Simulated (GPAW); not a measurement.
# CdSe (Fm-3m) in GPAW: convergence with bands over the usual count

Aim: find how far bands over the usual count must go before the results for CdSe settle, at RPBE. This setting moves, with any that are tied to it; all else stays.

All numbers are computed with GPAW 26.7.0; they aren't measurements. Logs are shortened: lines on timing, memory, paths and dates and some standing lists are left out, and cuts for length are marked. The log counts tension as positive stress, the text compression.

### Step 1. The structure

The structure is cubic, space group Fm-3m (No. 225). Conventional cell: a = 5.748 Å, b = 5.748 Å, c = 5.748 Å, α = 90.00°, β = 90.00°, γ = 90.00°. Cd (site symmetry m-3m) has 6 Se at 2.87 Å as nearest neighbours. Se (site symmetry m-3m) is surrounded by 6 Cd at 2.87 Å.

Measurements of this composition are mostly on another form, of space group No. 186.

### Step 2. With bands over the usual count 0.72

The input, run.py:

```python
from ase import Atoms
from ase.dft.bandgap import bandgap
from ase.io import write
from ase.units import GPa
from gpaw import GPAW, PW

atoms = Atoms(['Cd', 'Se'],
              cell=[[0.0, 2.873958, 2.873958],
                    [2.873958, 0.0, 2.873958],
                    [2.873958, 2.873958, 0.0]],
              scaled_positions=[[0.0, 0.0, 0.0],
                                [0.5, 0.5, 0.5]],
              pbc=True)

calc = GPAW(mode=PW(600),
            xc='RPBE',
            kpts={'size': (8, 8, 8), 'gamma': True},
            occupations={'name': 'fermi-dirac', 'width': 0.05},
            nbands=13,
            convergence={'density': 1e-05, 'energy': 1e-05},
            maxiter=100,
            txt='gpaw.txt')
atoms.calc = calc
energy = atoms.get_potential_energy()
forces = atoms.get_forces()
stress = atoms.get_stress()
calc.write('gs.gpw')
write('result.traj', atoms)
print(f'Energy: {energy:.6f} eV')
print('Forces (eV/A):')
print(forces.round(4))
print('Stress (GPa):', (stress / GPa).round(3))
print('Fermi level:', round(calc.get_fermi_level(), 4), 'eV')
print(f'Gap: {bandgap(calc)[0]:.4f} eV, direct: {bandgap(calc, direct=True)[0]:.4f} eV')
```

Potentials or basis: the program's PAW data sets (release 1.2.1) made for this functional, pw.

Run with:

```bash
OMP_NUM_THREADS=1 python run.py
```

gpaw.txt:

```text
__  _  _
 | _ |_)|_||  |
 |__||  | ||/\| - 26.7.0

Input parameters:
  mode=PW(ecut=600.0),
  convergence={'density': 1e-05, 'energy': 1e-05},
  kpts=MonkhorstPack(size=(8, 8, 8), gamma=True),
  maxiter=100,
  nbands=13,
  occupations=Occupations(name='fermi-dirac', width=0.05),
  xc=XC(name='RPBE')

Diagonalizing LCAO Hamiltonian
Converting LCAO to pw mode

                Se

       Cd

Atoms  # Å, Bohr magnetons
|   | symbol |        x |        y |        z |    initial magnetic moments |
|---|--------|----------|----------|----------|-----------------------------|
| 0 |     Cd | 0.000000 | 0.000000 | 0.000000 | ( 0.0000,  0.0000,  0.0000) |
| 1 |     Se | 2.873958 | 2.873958 | 2.873958 | ( 0.0000,  0.0000,  0.0000) |

Unit cell  # Å
| periodic |        x |        y |        z |  lengths |    angles |
|----------|----------|----------|----------|----------|-----------|
|      yes | 0.000000 | 2.873958 | 2.873958 | 4.064390 | 60.000000 |
|      yes | 2.873958 | 0.000000 | 2.873958 | 4.064390 | 60.000000 |
|      yes | 2.873958 | 2.873958 | 0.000000 | 4.064390 | 60.000000 |

Number of symmetries: 48
Symmetry operations  # r_c * U_cc + t_c -> r_c
|    | kind |            matrix            |
|----|------|------------------------------|
|  0 |  σ   |  1, 0, 0,  1, 0,-1,  1,-1, 0 |
|  1 |  C2  |  1, 0, 0,  1,-1, 0,  1, 0,-1 |
|  2 |  E   |  1, 0, 0,  0, 1, 0,  0, 0, 1 |
|  3 |  σ   |  1, 0, 0,  0, 0, 1,  0, 1, 0 |
|  4 |  C4  |  1, 0,-1,  1, 0, 0,  1,-1, 0 |
|  5 |  S6  |  1, 0,-1,  1,-1, 0,  1, 0, 0 |
|  6 |  σ   |  1, 0,-1,  0, 1,-1,  0, 0,-1 |
|  7 |  C3  |  1, 0,-1,  0, 0,-1,  0, 1,-1 |
|  8 |  S6  |  1,-1, 0,  1, 0, 0,  1, 0,-1 |
|  9 |  C4  |  1,-1, 0,  1, 0,-1,  1, 0, 0 |
| 10 |  C3  |  1,-1, 0,  0,-1, 1,  0,-1, 0 |
| 11 |  σ   |  1,-1, 0,  0,-1, 0,  0,-1, 1 |
| 12 |  σ   |  0, 1, 0,  1, 0, 0,  0, 0, 1 |
| 13 |  C4  |  0, 1, 0,  0, 1,-1, -1, 1, 0 |
| 14 |  C3  |  0, 1, 0,  0, 0, 1,  1, 0, 0 |
| 15 |  S6  |  0, 1, 0, -1, 1, 0,  0, 1,-1 |
| 16 |  C2  |  0, 1,-1,  1, 0,-1,  0, 0,-1 |
| 17 |  σ   |  0, 1,-1,  0, 1, 0, -1, 1, 0 |
| 18 |  S4  |  0, 1,-1,  0, 0,-1,  1, 0,-1 |
| 19 |  C4  |  0, 1,-1, -1, 1, 0,  0, 1, 0 |
| 20 |  C3  |  0, 0, 1,  1, 0, 0,  0, 1, 0 |
| 21 |  σ   |  0, 0, 1,  0, 1, 0,  1, 0, 0 |
| 22 |  S6  |  0, 0, 1,  0,-1, 1, -1, 0, 1 |
| 23 |  C4  |  0, 0, 1, -1, 0, 1,  0,-1, 1 |
| 24 |  S4  |  0, 0,-1,  1, 0,-1,  0, 1,-1 |
| 25 |  C3  |  0, 0,-1,  0, 1,-1,  1, 0,-1 |
| 26 |  C2  |  0, 0,-1,  0,-1, 0, -1, 0, 0 |
| 27 |  S6  |  0, 0,-1, -1, 0, 0,  0,-1, 0 |
| 28 |  S4  |  0,-1, 1,  1,-1, 0,  0,-1, 0 |
| 29 |  C4  |  0,-1, 1,  0, 0, 1, -1, 0, 1 |
| 30 |  C2  |  0,-1, 1,  0,-1, 0,  1,-1, 0 |
| 31 |  σ   |  0,-1, 1, -1, 0, 1,  0, 0, 1 |
| 32 |  C3  |  0,-1, 0,  1,-1, 0,  0,-1, 1 |
| 33 |  S6  |  0,-1, 0,  0, 0,-1, -1, 0, 0 |
| 34 |  S4  |  0,-1, 0,  0,-1, 1,  1,-1, 0 |
| 35 |  C2  |  0,-1, 0, -1, 0, 0,  0, 0,-1 |
| 36 |  C2  | -1, 1, 0,  0, 1, 0,  0, 1,-1 |
| 37 |  S6  | -1, 1, 0,  0, 1,-1,  0, 1, 0 |
| 38 |  S4  | -1, 1, 0, -1, 0, 1, -1, 0, 0 |
| 39 |  C3  | -1, 1, 0, -1, 0, 0, -1, 0, 1 |
| 40 |  S6  | -1, 0, 1,  0, 0, 1,  0,-1, 1 |
| 41 |  C2  | -1, 0, 1,  0,-1, 1,  0, 0, 1 |
| 42 |  C3  | -1, 0, 1, -1, 1, 0, -1, 0, 0 |
| 43 |  S4  | -1, 0, 1, -1, 0, 0, -1, 1, 0 |
| 44 |  C2  | -1, 0, 0,  0, 0,-1,  0,-1, 0 |
| 45 |  i   | -1, 0, 0,  0,-1, 0,  0, 0,-1 |
| 46 |  σ   | -1, 0, 0, -1, 1, 0, -1, 0, 1 |
| 47 |  C2  | -1, 0, 0, -1, 0, 1, -1, 1, 0 |

BZ-sampling:
  Number of BZ points: 512
  Number of IBZ points: 29

  Monkhorst-Pack size: [8, 8, 8]
  Monkhorst-Pack shift: [0.0625, 0.0625, 0.0625]

K-points  # in reciprocal-cell coordinates
|     |                                coordinates |     weight |
|-----|--------------------------------------------|------------|
|   0 | (  0.00000000,   0.00000000,   0.00000000) | 0.00195312 |
|   1 | (  0.12500000,   0.12500000,   0.00000000) | 0.01171875 |
|   2 | (  0.12500000,   0.12500000,   0.12500000) | 0.01562500 |
|   3 | (  0.25000000,   0.12500000,   0.12500000) | 0.02343750 |
|   4 | (  0.25000000,   0.25000000,   0.00000000) | 0.01171875 |
|   5 | (  0.25000000,   0.25000000,   0.12500000) | 0.04687500 |
|   6 | (  0.25000000,   0.25000000,   0.25000000) | 0.01562500 |
|   7 | (  0.37500000,   0.25000000,  -0.37500000) | 0.04687500 |
|   8 | (  0.37500000,   0.25000000,   0.12500000) | 0.04687500 |
|   9 | (  0.37500000,   0.25000000,   0.25000000) | 0.04687500 |
| ... |                                            |            |
|  28 | (  0.50000000,   0.50000000,   0.50000000) | 0.00781250 |

Plane wave coefficients: 1604
Cutoff: 600.0 eV

Spin-components: 1 (collinear spins)
Bands:           13
Projectors:      11
Spin-degeneracy: 2
Datatype:        complex128

Density:
  Valence electrons: 18.0
  Components: 1
  Grid points: [24 24 24]
  Charge: 0.0  # |e|

Potential:
  Grid points: [24 24 24]

species:
  Cd:
    name:    Cadmium
    Z:       48.0
    valence: 12
    core:    36
    charge:  0.0  # [|e|]
    compensation charges:
      type: gauss
      rc: 0.38  # [Å]
      lmax: 2
    cutoffs:
      filter: 2.12  # [Å]
      core: 2.62  # [Å]
    projectors
    | kind |    occ | energy [eV] | rcut [Å] |
    |------|--------|-------------|----------|
    |   5s |  2.000 |      -5.542 |    1.191 |
    |   5p |  0.000 |      -1.167 |    1.228 |
    |   4d | 10.000 |     -11.705 |    1.164 |
    |    s |        |      21.670 |    1.191 |
    |    p |        |      26.044 |    1.228 |
    |    d |        |      15.507 |    1.164 |

    Using partial waves for Cd as LCAO basis

  Se:
    name:    Selenium
    Z:       34.0
    valence: 6
    core:    28
    charge:  0.0  # [|e|]
    compensation charges:
      type: gauss
      rc: 0.27  # [Å]
      lmax: 2
    cutoffs:
      filter: 1.77  # [Å]
      core: 2.67  # [Å]
    projectors
    | kind |    occ | energy [eV] | rcut [Å] |
    |------|--------|-------------|----------|
    |   4s |  2.000 |     -17.221 |    0.847 |
    |   4p |  4.000 |      -6.481 |    1.005 |
    |    s |        |       9.991 |    0.847 |
    |    p |        |      20.730 |    1.005 |
    |    d |        |       0.000 |    0.847 |

    Using partial waves for Se as LCAO basis

Reference energy: -218291.639988  # eV

eigensolver:
  PPCG
  Converge bands: occupied
  niter=2

density mixing:
  MSR1-Mixer
  Pratt-step length: 0.05
  Maximum mixing coefficient: 0.75
  Old densities: 10
  SVD Regularization: 0.005
  Good broyden scale: 1.0
  Trust region scale: 1.0
  Backstep threshold: 4.0
  History deletion threshold: 6.0
  Fourier metric: weight=20.0, sigma=0.015

occupation numbers:
  Fermi-Dirac:
    width: 0.0500  # eV

poisson solver:
  ecut: 4800.0  # eV

xc functional:
  name: RPBE with 2 nearest neighbor stencil

convergence criteria:
- Maximum integral of absolute [dens]ity change: 1e-05 electrons / valence electron
- Maximum [total energy] change in last 3 cyles: 1e-05 eV / valence electron
- Maximum integral of absolute [eigenst]ate change: 4e-08 eV^2 / valence electron
maximum number of iterations: 100

SCF iterations
|iter     | |      energy | eigst |  dens |
|---------|-|-------------|-------|-------|
|iter:   1| |   -5.089714 | -0.62 |       |
|iter:   2| |   -4.997608 | -2.39 | -1.15 |
|iter:   3| |   -4.670366 | -1.29 | -1.19 |
|iter:   4| |   -4.670579 | -3.42 | -1.85 |
|iter:   5| |   -4.670889 | -3.95 | -2.29 |
|iter:   6| |   -4.670930 | -5.92 | -3.22 |
|iter:   7| |   -4.670938c| -6.69 | -3.65 |
|iter:   8| |   -4.670938c| -8.06c| -4.69 |
|iter:   9| |   -4.670938c| -7.97c| -5.08c|

Converged in 9 steps
Energy contributions relative to reference atoms: (reference = -218291.639988)

Energy contributions:
  Kinetic:          19.767389
  Coulomb:         -17.575678
  Zero:              0.030472
  External:          0.000000
  Xc:               -6.891925
  Entropy:          -0.002391
  Spinorbit:         0.000000
  ----------------------------
  Free energy:      -4.672134
  Extrapolated:     -4.670938

dipole moment: (-18.754480, -18.754480, -18.754480)  # |e|*Ang

Fermi level: 5.660
Eigenvalues  # (at kpt = [0.000, 0.000, 0.000])
| band index |      eig [eV] | occ [0-2] |
|------------|---------------|-----------|
|          0 |        -7.278 |     2.000 |
|          1 |        -2.326 |     2.000 |
|          2 |        -2.326 |     2.000 |
|          3 |        -2.310 |     2.000 |
|          4 |        -2.310 |     2.000 |
|          5 |        -2.310 |     2.000 |
|          6 |         4.935 |     2.000 |
|          7 |         4.935 |     2.000 |
|          8 |         4.935 |     2.000 |
|          9 |         5.774 |     0.184 |
|         10 |        14.253 |     0.000 |
|         11 |        14.253 |     0.000 |
|         12 |        14.253 |     0.000 |

No gap
No difference between direct/indirect transitions

Forces  # eV/Ang
|        x |        y |        z |
|----------|----------|----------|
| -0.00000 |  0.00000 |  0.00000 |  # Cd   0
|  0.00000 | -0.00000 | -0.00000 |  # Se   1

Stress tensor  # eV/Ang^3
|         x |         y |         z |
|-----------|-----------|-----------|
| -0.010564 |  0.000000 | -0.000000 |
|  0.000000 | -0.010564 |  0.000000 |
| -0.000000 |  0.000000 | -0.010564 |

# Writing to gs.gpw (mode='')
```

Wall time 11 s (1 thread of Intel Xeon Platinum 8488C (Sapphire Rapids), shared host); peak memory 0.16 GiB.

Results:

* Free energy: -4.6721 eV
* Pressure: 1.7 GPa
* Band gap on the k mesh: none (metal or under the smearing width)

### Step 3. With bands over the usual count 0.8

run.py: that of step 2 with these lines changed.

```diff
@@ -18,3 +18,3 @@
             occupations={'name': 'fermi-dirac', 'width': 0.05},
-            nbands=13,
+            nbands=14,
             convergence={'density': 1e-05, 'energy': 1e-05},
```

Potentials or basis: the program's PAW data sets (release 1.2.1) made for this functional, pw.

Run with:

```bash
OMP_NUM_THREADS=1 python run.py
```

Run time: 11 s. Hardware: 1 thread of Intel Xeon Platinum 8488C (Sapphire Rapids), shared host; peak memory 0.16 GiB.

Results (log left out):

```yaml
Free_energy: -4.6721 eV
Pressure: 1.7 GPa
Band_gap_on_the_k_mesh: none (metal or under the smearing width)
```

### Step 4. With bands over the usual count 0.9

run.py: that of step 3 with these lines changed.

```diff
@@ -18,3 +18,3 @@
             occupations={'name': 'fermi-dirac', 'width': 0.05},
-            nbands=14,
+            nbands=16,
             convergence={'density': 1e-05, 'energy': 1e-05},
```

Run with:

```bash
OMP_NUM_THREADS=1 python run.py
```

It took 12 s on 1 thread of Intel Xeon Platinum 8488C (Sapphire Rapids), shared host; peak memory 0.16 GiB.

It converged, with:

| Property | Result |
| --- | --- |
| Free energy | -4.6721 eV |
| Pressure | 1.7 GPa |
| Band gap on the k mesh | none (metal or under the smearing width) |

### Step 5. With bands over the usual count 1

run.py: that of step 4 with these lines changed.

```diff
@@ -18,3 +18,3 @@
             occupations={'name': 'fermi-dirac', 'width': 0.05},
-            nbands=16,
+            nbands=18,
             convergence={'density': 1e-05, 'energy': 1e-05},
```

Run with:

```bash
OMP_NUM_THREADS=1 python run.py
```

Wall time 13 s (1 thread of Intel Xeon Platinum 8488C (Sapphire Rapids), shared host); peak memory 0.16 GiB.

The run converged. Its results:

```yaml
Free_energy: -4.6721 eV
Pressure: 1.7 GPa
Band_gap_on_the_k_mesh: none (metal or under the smearing width)
```

### Step 6. With bands over the usual count 1.3

run.py: that of step 5 with these lines changed.

```diff
@@ -18,3 +18,3 @@
             occupations={'name': 'fermi-dirac', 'width': 0.05},
-            nbands=18,
+            nbands=23,
             convergence={'density': 1e-05, 'energy': 1e-05},
```

Potentials or basis: the program's PAW data sets (release 1.2.1) made for this functional, pw.

Run with:

```bash
OMP_NUM_THREADS=1 python run.py
```

It took 16 s on 1 thread of Intel Xeon Platinum 8488C (Sapphire Rapids), shared host; peak memory 0.16 GiB.

It converged, with:

* Free energy: -4.6721 eV
* Pressure: 1.7 GPa
* Band gap on the k mesh: none (metal or under the smearing width)

### Step 7. With bands over the usual count 1.7

run.py: that of step 6 with these lines changed.

```diff
@@ -18,3 +18,3 @@
             occupations={'name': 'fermi-dirac', 'width': 0.05},
-            nbands=23,
+            nbands=30,
             convergence={'density': 1e-05, 'energy': 1e-05},
```

Run with:

```bash
OMP_NUM_THREADS=1 python run.py
```

Run time: 19 s. Hardware: 1 thread of Intel Xeon Platinum 8488C (Sapphire Rapids), shared host; peak memory 0.17 GiB.

The run converged. Its results:

| Property | Result |
| --- | --- |
| Free energy | -4.6721 eV |
| Pressure | 1.7 GPa |
| Band gap on the k mesh | none (metal or under the smearing width) |

### Step 8. With bands over the usual count 2.5

run.py: that of step 7 with these lines changed.

```diff
@@ -18,3 +18,3 @@
             occupations={'name': 'fermi-dirac', 'width': 0.05},
-            nbands=30,
+            nbands=44,
             convergence={'density': 1e-05, 'energy': 1e-05},
```

Run with:

```bash
OMP_NUM_THREADS=1 python run.py
```

It took 29 s on 1 thread of Intel Xeon Platinum 8488C (Sapphire Rapids), shared host; peak memory 0.18 GiB.

The run converged. Its results:

```yaml
Free_energy: -4.6721 eV
Pressure: 1.7 GPa
Band_gap_on_the_k_mesh: none (metal or under the smearing width)
```

### Step 9. The series at a glance

| bands over the usual count | energy less the tightest run, at zero smearing (meV/atom) | SCF cycles | CPU time (s) | peak memory (GiB) |
| --- | --- | --- | --- | --- |
| 0.72 | 0.00 | 9 | 11 | 0.16 |
| 0.8 | 0.00 | 9 | 11 | 0.16 |
| 0.9 | 0.00 | 9 | 12 | 0.16 |
| 1 | 0.00 | 9 | 13 | 0.16 |
| 1.3 | 0.00 | 9 | 16 | 0.16 |
| 1.7 | 0.00 | 9 | 19 | 0.17 |
| 2.5 | 0.00 | 9 | 29 | 0.18 |

Against the tightest run, the energy stays within 1 meV/atom from 0.72 on. The tightest run that finished is the yardstick and may itself not be fully converged.
